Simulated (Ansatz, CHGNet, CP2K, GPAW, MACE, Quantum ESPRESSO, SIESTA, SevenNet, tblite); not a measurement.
# CP2K on LaAg(100)/Pb(100) interface (59 atoms): settings against a plane-wave reference

How do the settings of CP2K change the result for LaAg(100)/Pb(100) interface (59 atoms)? A plane-wave run serves as the yardstick.

Method: the method is named at each step, in CP2K 2026.2.

### 1. The starting structure

The cell holds 59 atoms: 16 La, 16 Ag and 27 Pb. Cell: a = 10.568 Å, b = 10.568 Å, c = 25.354 Å, α = 90.0°, β = 90.0°, γ = 90.0°. CsCl-type LaAg(100), 2 repeat layers, 8 surface cells, strained -0.63 and -0.63 %; fcc Pb(100), 3 layers, 9 cells, +0.64 and +0.64 %; outer planes 2.76 Å apart, 12 Å of vacuum above; not relaxed, displaced by a Gaussian of 0.02 Å. Then every atom was moved at random, 0.02 Å r.m.s. a Cartesian component. Regions: LaAg, 32 atoms (16 La and 16 Ag); Pb, 27 atoms (27 Pb). Vacuum lies along c.

The yardstick, on the same geometry:

- method: Kohn-Sham DFT, PBE, PAW, plane waves (Ansatz 0.2.0); cutoff 420 eV, Γ point, fermi-dirac smearing of 0.05 eV; PAW set soft_2
- r.m.s. force component: 0.2566 eV/Å
- longest force: 0.8593 eV/Å
- SCF cycles: 15
- time: 88 s on 4 threads of Arm Neoverse V1, shared host
- CPU time: 5.7 min

### 2. PBE, DZVP-MOLOPT-SR, 600/60 Ry, diagonalisation

Method: Kohn-Sham DFT, PBE, GTH-PBE pseudopotentials, Gaussian and plane waves, DZVP-MOLOPT-SR-GTH, diagonalisation.

The input, input.inp:

```
&GLOBAL
  PROJECT cell
  RUN_TYPE ENERGY_FORCE
  PRINT_LEVEL LOW
&END GLOBAL
&FORCE_EVAL
  METHOD QS
  &DFT
    BASIS_SET_FILE_NAME BASIS_MOLOPT
    BASIS_SET_FILE_NAME BASIS_MOLOPT_UCL
    POTENTIAL_FILE_NAME GTH_POTENTIALS
    &MGRID
      CUTOFF 600
      REL_CUTOFF 60
      NGRIDS 5
    &END MGRID
    &QS
      EPS_DEFAULT 1.0E-12
    &END QS
    &SCF
      SCF_GUESS ATOMIC
      EPS_SCF 5.0E-06
      MAX_SCF 200
      ADDED_MOS 37
      &DIAGONALIZATION
        ALGORITHM STANDARD
      &END DIAGONALIZATION
      &SMEAR ON
        METHOD FERMI_DIRAC
        ELECTRONIC_TEMPERATURE [K] 580
      &END SMEAR
      &MIXING
        METHOD BROYDEN_MIXING
        ALPHA 0.2
        NBROYDEN 12
        BETA 0.05
      &END MIXING
      &PRINT
        &RESTART OFF
        &END RESTART
      &END PRINT
    &END SCF
    &XC
      &XC_FUNCTIONAL PBE
      &END XC_FUNCTIONAL
    &END XC
    &PRINT
      &MULLIKEN ON
      &END MULLIKEN
      &HIRSHFELD ON
        SHAPE_FUNCTION DENSITY
      &END HIRSHFELD
      &MO ON
        EIGENVALUES T
        OCCUPATION_NUMBERS T
        MO_INDEX_RANGE 219 242
        &EACH
          QS_SCF 0
        &END EACH
        ADD_LAST NUMERIC
      &END MO
    &END PRINT
  &END DFT
  &SUBSYS
    &CELL
      A 10.56770 0.00000 0.00000
      B 0.00000 10.56770 0.00000
      C 0.00000 0.00000 25.35352
    &END CELL
    &COORD
      SCALED
      La 0.74788 0.75331 0.23622
      Ag 0.74595 0.49859 0.31063
      La 0.74912 0.74805 0.38621
      Ag 0.75401 0.49828 0.46221
      La 0.24799 0.74987 0.23710
      Ag 0.25295 0.50057 0.31140
      La 0.25244 0.75080 0.38589
      Ag 0.25040 0.50265 0.46210
      La 0.50110 0.49880 0.23607
      Ag 0.50107 0.25167 0.31449
      La 0.49971 0.50163 0.38420
      Ag 0.49848 0.25098 0.46259
      La 0.74662 0.25001 0.23573
      Ag 0.75179 0.00398 0.30823
      La 0.74677 0.24575 0.38660
      Ag 0.74874 0.99937 0.45918
      La 0.99482 0.50045 0.23752
      Ag 0.00201 0.24849 0.31095
      La 0.00111 0.49608 0.38594
      Ag 0.99963 0.24828 0.46063
      La 0.24873 0.25766 0.23721
      Ag 0.25192 0.99786 0.30781
      La 0.25299 0.24755 0.38754
      Ag 0.24981 0.99630 0.46101
      La 0.49818 0.99814 0.23898
      Ag 0.49906 0.74832 0.31073
      La 0.49793 0.00201 0.38597
      Ag 0.50173 0.74682 0.46118
      La 0.99852 0.00135 0.23750
      Ag 0.99763 0.74765 0.31307
      La 0.99682 0.99864 0.38681
      Ag 0.00111 0.74834 0.45887
      Pb 0.13527 0.79001 0.56988
      Pb 0.30112 0.95724 0.66499
      Pb 0.12904 0.78880 0.76432
      Pb 0.13067 0.12295 0.56980
      Pb 0.29539 0.28462 0.66468
      Pb 0.13156 0.12247 0.76339
      Pb 0.13018 0.45482 0.56891
      Pb 0.30027 0.62331 0.66609
      Pb 0.13138 0.45706 0.76436
      Pb 0.46317 0.79030 0.56859
      Pb 0.63129 0.95795 0.66756
      Pb 0.46369 0.78524 0.76373
      Pb 0.46437 0.12589 0.56747
      Pb 0.63001 0.29120 0.66523
      Pb 0.46310 0.12385 0.76273
      Pb 0.46278 0.45532 0.57004
      Pb 0.63205 0.62474 0.66562
      Pb 0.46631 0.45863 0.76328
      Pb 0.79824 0.79027 0.56871
      Pb 0.96254 0.95780 0.66617
      Pb 0.79749 0.78776 0.76270
      Pb 0.79507 0.12277 0.56947
      Pb 0.96314 0.29004 0.66839
      Pb 0.79881 0.12243 0.76434
      Pb 0.79750 0.45640 0.56740
      Pb 0.96070 0.62139 0.66586
      Pb 0.79676 0.46240 0.76509
    &END COORD
    &KIND La
      BASIS_SET DZVP-MOLOPT-SR-GTH-q11
      POTENTIAL GTH-PBE-q11
    &END KIND
    &KIND Ag
      BASIS_SET DZVP-MOLOPT-SR-GTH-q11
      POTENTIAL GTH-PBE-q11
    &END KIND
    &KIND Pb
      BASIS_SET DZVP-MOLOPT-SR-GTH-q4
      POTENTIAL GTH-PBE-q4
    &END KIND
  &END SUBSYS
  &PRINT
    &FORCES ON
    &END FORCES
  &END PRINT
&END FORCE_EVAL
```

On the command line:

```console
> OMP_NUM_THREADS=2 cp2k.psmp -i input.inp > output.txt
```

Numbers of over 12 decimals in the logs are rounded to 6 here.

The program printed:

```text
CP2K| version string:                                       CP2K version 2026.2
 CP2K| Input file name                                                 input.inp
 GLOBAL| Basis set file name                                        BASIS_MOLOPT
 GLOBAL| Potential file name                                      GTH_POTENTIALS
 GLOBAL| Run type                                                   ENERGY_FORCE
 GLOBAL| Total number of message passing processes                             1
 GLOBAL| Number of threads for this process                                    2
 TOTAL NUMBERS AND MAXIMUM NUMBERS
  Total number of            - Atomic kinds:                                   3
                             - Atoms:                                         59
                             - Shell sets:                                    59
                             - Shells:                                       375
                             - Primitive Cartesian functions:                327
                             - Cartesian basis functions:                   1354
                             - Spherical basis functions:                   1167
  Maximum angular momentum of- Orbital basis functions:                        3
                             - Local part of the GTH pseudopotential:          2
                             - Non-local part of the GTH pseudopotential:      4
 SCF PARAMETERS         Density guess:                                    ATOMIC
                        max_scf:                                             200
                        eps_scf:                                        5.00E-06
                        added MOs                                        37    0
                        Mixing method:                            BROYDEN_MIXING
                                                charge density mixing in g-space
                        Smear method:                                FERMI_DIRAC
                        Electronic temperature [K]:                        580.0
                        Electronic temperature [a.u.]:                  1.84E-03
                        Accuracy threshold:                             1.00E-10
 Extrapolation method: initial_guess
 Number of electrons:                                                        460
 Number of occupied orbitals:                                                230
 Number of molecular orbitals:                                               267
 Number of orbital functions:                                               1167
 Number of independent orbital functions:                                   1167
 SCF WAVEFUNCTION OPTIMIZATION
  Step     Update method      Time    Convergence         Total energy    Change
 *** the last MO => Add more MOs for proper smearing.                   ***
     1 NoMix/Diag. 0.20E+00   12.1     1.24641152     -1199.6497130283 -1.20E+03
     2 Broy./Diag. 0.20E+00   16.1     4.75166188     -1205.6485456414 -6.00E+00
     3 Broy./Diag. 0.20E+00   16.8     4.56169073     -1319.0166275329 -1.13E+02
 *** the last MO => Add more MOs for proper smearing.                   ***
     4 Broy./Diag. 0.20E+00   17.2     0.98720038     -1212.7552638439  1.06E+02
[...]
*** the last MO => Add more MOs for proper smearing.                   ***
[...]
*** the last MO => Add more MOs for proper smearing.                   ***
[...]
*** the last MO => Add more MOs for proper smearing.                   ***
[...]
36 Broy./Diag. 0.20E+00   16.9     0.00000767     -1195.3246811286 -3.77E-05
    37 Broy./Diag. 0.20E+00   16.9     0.00000437     -1195.3246804433  6.85E-07
  *** SCF run converged in    37 steps ***
  Electronic density on regular grids:       -459.9999999999        0.0000000001
  Core density on regular grids:              459.9999999989       -0.0000000011
  Total charge density on r-space grids:       -0.0000000010
  Total charge density g-space grids:          -0.0000000010
  Overlap energy of the core charge distribution:               9.04869e-09
  Self energy of the core charge distribution:              -2176.298682
  Core Hamiltonian energy:                                    561.853413
  Hartree energy:                                             607.961779
  Exchange-correlation energy:                               -188.804186
  Electronic entropic energy:                                  -0.037004
  Fermi energy:                                                 0.098548
  Total energy:                                             -1195.324680
  Total energy (extrapolated to T->0):                      -1195.306178
 MO| EIGENVALUES AND OCCUPATION NUMBERS
 MO|
 MO|  Index      Eigenvalue [a.u.]        Eigenvalue [eV]             Occupation
 MO|    219               0.092780               2.524666               1.917063
 MO|    220               0.092999               2.530623               1.907052
 MO|    221               0.093960               2.556769               1.848026
[...]
MO|    241               0.107073               2.913614               0.019102
 MO|    242               0.107576               2.927293               0.014562
 MO| Sum:                                                             460.000000
 MO| E(Fermi):            0.098548 a.u.          2.681628 eV
 !-----------------------------------------------------------------------------!
                     Mulliken Population Analysis
 #  Atom  Element  Kind  Atomic population                           Net charge
       1     La       1         10.781857                              0.218143
       2     Ag       2         11.541342                             -0.541342
       3     La       1         10.379734                              0.620266
[...]
58     Pb       3          4.150054                             -0.150054
      59     Pb       3          3.906776                              0.093224
 # Total charge                            460.000000                  0.000000
 !-----------------------------------------------------------------------------!
 !-----------------------------------------------------------------------------!
                           Hirshfeld Charges
  #Atom  Element  Kind  Ref Charge     Population                    Net charge
      1       La     1      11.000         10.997                         0.003
      2       Ag     2      11.000         10.953                         0.047
      3       La     1      11.000         11.060                        -0.060
[...]
58       Pb     3       4.000          4.042                        -0.042
     59       Pb     3       4.000          3.988                         0.012
  Total Charge                                                            0.000
 !-----------------------------------------------------------------------------!
 ENERGY| Total FORCE_EVAL ( QS ) energy [hartree]          -1195.324644
 FORCES| Atomic forces [hartree/bohr]
 FORCES|   Atom     x               y               z               |f|
 FORCES|      1  1.77113561E-03 -1.57177100E-03 -9.01990254E-03   9.32555774E-03
 FORCES|      2  1.14005349E-03 -3.55820998E-04  5.08153080E-04   1.29790219E-03
 FORCES|      3  2.57550335E-04  1.88970872E-03  1.21323706E-02   1.22813577E-02
[...]
FORCES|     58  2.44608854E-03  2.65676187E-03  4.24150110E-03   5.57064308E-03
 FORCES|     59 -2.83374960E-03  1.77189601E-03 -1.49640872E-02   1.53327642E-02
 FORCES| Sum    -6.42326847E-06  1.55171678E-05 -1.55532388E-06
 FORCES| Total atomic force                                       1.68659392E-05
```

Wall time 11 min (2 threads of Arm Neoverse V1, shared host); peak memory 7.7 GiB; 20 min of CPU time.

Banners, paths, timers and routine set-up lines are dropped from the logs unmarked, and long logs keep their key lines alone; longer cuts are marked.

Compared with the plane-wave run:

- r.m.s. force component: 0.2882 eV/Å
- r.m.s. difference of force components: 52.96 meV/Å
- longest difference of force vectors: 226.9 meV/Å
- force difference over r.m.s. force: 20.64 %
- slope of forces against the reference's: 1.109
- correlation of force components: 0.9878

Length of the force difference by element (eV/Å):

| element | atoms | mean | most |
| --- | --- | --- | --- |
| Ag | 16 | 0.038 | 0.052 |
| La | 16 | 0.15 | 0.23 |
| Pb | 27 | 0.035 | 0.097 |

The surroundings of Pb47, which bears the longest force, nearest first, numbered as they follow in the input and with coordinates relative to it.

| atom | x | y | z | distance (Å) | bonds | Hirshfeld charge (e) | Fx | Fy | Fz (eV/Å) |
| --- | --- | --- | --- | --- | --- | --- | --- | --- | --- |
| Pb47 | 0.00 | 0.00 | 0.00 | 0.00 | 8 | 0.02 | -0.07 | 0.18 | -0.86 |
| Pb43 | 1.78 | -1.75 | -2.41 | 3.47 | 12 | -0.04 | 0.09 | -0.03 | 0.22 |
| Pb34 | -1.71 | -1.76 | -2.48 | 3.49 | 12 | -0.04 | -0.14 | -0.01 | 0.39 |
| Pb37 | -1.77 | 1.70 | -2.49 | 3.49 | 12 | -0.04 | 0.03 | 0.13 | 0.22 |
| Pb38 | -3.50 | -0.01 | 0.02 | 3.50 | 8 | 0.01 | 0.04 | -0.01 | -0.81 |
| Pb46 | 1.76 | 1.77 | -2.47 | 3.51 | 12 | -0.04 | -0.07 | 0.02 | 0.32 |
| Pb50 | 0.03 | 3.54 | 0.01 | 3.54 | 8 | 0.02 | -0.03 | -0.04 | -0.71 |
| Pb56 | 3.55 | -0.02 | 0.04 | 3.55 | 8 | 0.02 | 0.06 | -0.09 | -0.79 |
| Pb44 | 0.01 | -3.58 | 0.03 | 3.58 | 8 | 0.01 | 0.05 | -0.15 | -0.76 |

Forces lie 21 % from the reference's, at 3.6 times its CPU time (on 2 against 4 cores).

The difference per atom is largest on La (0.15 eV/Å on average, against 0.038 on Ag).

### 3. PBE, TZVP-MOLOPT (SR for La, Ag, Pb), 600/60 Ry, diagonalisation

Method: Kohn-Sham DFT, PBE, GTH-PBE pseudopotentials, Gaussian and plane waves, TZVP-MOLOPT-GTH, diagonalisation.

Edit input.inp of step 2 so:

```diff
@@ -70,7 +70,30 @@
     &COORD
-      SCALED
-[... 59 atom lines left out: the same atoms as in the first run ...]
+      La 7.90337 7.96075 5.98901
+      Ag 7.88298 5.26895 7.87556
+      La 7.91648 7.90517 9.79178
+      Ag 7.96815 5.26567 11.71865
+      La 2.62068 7.92440 6.01132
+      Ag 2.67310 5.28987 7.89509
+      La 2.66771 7.93423 9.78367
+      Ag 2.64615 5.31185 11.71586
+      La 5.29547 5.27117 5.98521
+      Ag 5.29516 2.65957 7.97343
+      La 5.28079 5.30108 9.74082
+      Ag 5.26779 2.65228 11.72828
+      La 7.89006 2.64203 5.97659
+      Ag 7.94469 0.04206 7.81472
+      La 7.89164 2.59701 9.80167
+      Ag 7.91246 10.56104 11.64183
+      La 10.51296 5.28861 6.02197
+      Ag 0.02124 2.62597 7.88368
+      La 0.01173 5.24242 9.78494
+      Ag 10.56379 2.62375 11.67859
+[... 35 atom lines left out ...]
+      Pb 8.44158 1.29380 19.37871
+      Pb 8.42774 4.82310 14.38559
+      Pb 10.15239 6.56666 16.88189
+      Pb 8.41992 4.88650 19.39772
     &END COORD
     &KIND La
-      BASIS_SET DZVP-MOLOPT-SR-GTH-q11
+      BASIS_SET TZVP-MOLOPT-SR-GTH-q11
       POTENTIAL GTH-PBE-q11
@@ -78,3 +101,3 @@
     &KIND Ag
-      BASIS_SET DZVP-MOLOPT-SR-GTH-q11
+      BASIS_SET TZVP-MOLOPT-SR-GTH-q11
       POTENTIAL GTH-PBE-q11
@@ -82,3 +105,3 @@
     &KIND Pb
-      BASIS_SET DZVP-MOLOPT-SR-GTH-q4
+      BASIS_SET TZVP-MOLOPT-SR-GTH-q4
       POTENTIAL GTH-PBE-q4
```

On the command line:

```console
> OMP_NUM_THREADS=1 mpirun -np 4 cp2k.psmp -i input.inp > output.txt
```

The program printed:

```text
CP2K| version string:                                       CP2K version 2026.2
 CP2K| Input file name                                                 input.inp
 GLOBAL| Basis set file name                                        BASIS_MOLOPT
 GLOBAL| Potential file name                                      GTH_POTENTIALS
[... lines left out ...]
                        Smear method:                                FERMI_DIRAC
[... lines left out ...]
 Number of electrons:                                                        460
[... lines left out ...]
  Step     Update method      Time    Convergence         Total energy    Change
[... lines left out ...]
  *** SCF run converged in    37 steps ***
[... lines left out ...]
  Fermi energy:                                                 0.097832
  Total energy:                                             -1195.376053
  Total energy (extrapolated to T->0):                      -1195.357398
[... lines left out ...]
 MO| E(Fermi):            0.097832 a.u.          2.662152 eV
[... lines left out ...]
     59       Pb     3       4.000          3.987                         0.013
  Total Charge                                                            0.000
 !-----------------------------------------------------------------------------!
 ENERGY| Total FORCE_EVAL ( QS ) energy [hartree]          -1195.376049
 FORCES| Atomic forces [hartree/bohr]
 FORCES|   Atom     x               y               z               |f|
 FORCES|      1  1.74093612E-03 -1.62553972E-03 -8.79098061E-03   9.10794038E-03
 FORCES|      2  1.20598171E-03 -3.28814171E-04  2.70702444E-04   1.27898024E-03
 FORCES|      3  2.60645264E-04  1.93839300E-03  1.21575662E-02   1.23138832E-02
[...]
FORCES|     58  2.41859669E-03  2.71258644E-03  4.33693579E-03   5.65833432E-03
 FORCES|     59 -2.91622872E-03  1.89841805E-03 -1.53554081E-02   1.57447432E-02
 FORCES| Sum    -6.16576705E-06  1.55138329E-05 -1.49472002E-06
 FORCES| Total atomic force                                       1.67609631E-05
```

Run time: 5.6 min. Hardware: 4 MPI ranks; peak memory 12 GiB; 22 min of CPU time.

Against the reference:

```yaml
r_m_s_force_component: 0.2921 eV/Å
r_m_s_difference_of_force_components: 52.52 meV/Å
longest_difference_of_force_vectors: 215.8 meV/Å
force_difference_over_r_m_s_force: 20.47 %
slope_of_forces_against_the_reference_s: 1.127
correlation_of_force_components: 0.99
```

Against the first run (21 %), the force difference from the reference is 20 %, at 1.1 times the CPU time (on 4 against 2 cores), with 1563 basis functions against 1167.

The difference per atom is largest on La (0.15 eV/Å on average, against 0.046 on Pb).

(Part 1 of 3 ends here.)

[Also dropped from logs without a mark: logging warnings of Python, and SIESTA's first energy breakdown and zero terms.]

[Logs are printed without paths, hosts, clocks, repeated set-up lines and the standing remarks that a program may print on its own settings, such as how far it seeks lower states.]

[Hosts, paths, dates, database ids (printed as entryN), source tags and the programs' standing remarks are cut or masked in the printed files.]
